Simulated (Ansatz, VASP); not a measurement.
One calculation of Al2O3, two programs

```xyz
5
Lattice="3.9037 0.0000 0.0000 -1.9518 3.3807 0.0000 0.0000 0.0000 4.0472" Properties=species:S:1:pos:R:3 pbc="T T T"
Al    0.0000    2.2538    2.0236
Al    1.9518    1.1269    2.0236
O     1.9518    0.0000    0.0000
O    -0.9759    1.6903    0.0000
O     0.9759    1.6903    0.0000
```

Alike in both runs: task single point; functional PBE; k mesh 6 × 6 × 4; occupations gaussian, width 0.1 eV; collinear spin.

|  | VASP | Ansatz |
| --- | --- | --- |
| version | VASP 6.6.1 | Ansatz 0.2.0 |
| potentials or method | VASP PAW PBE potentials, release 64 (Al, O) | scalar-relativistic, plane waves, PAW |
| plane-wave cutoff (eV) | 520 | 420 |
| valence electrons in the cell | 24 | 24 |

|  | VASP | Ansatz | Ansatz less VASP |
| --- | --- | --- | --- |
| gap on the k mesh at the Fermi level (eV) | none | none | - |
| net moment per atom (μB) | 0.00 | 0.00 | 0.000 |

A gap of «none» marks a metal or a gap that the smearing closes. Ansatz warned: «seeded_moment_not_kept».

Caveats: the k mesh is coarse (spacing up to 0.39 Å⁻¹), so the values aren't converged.
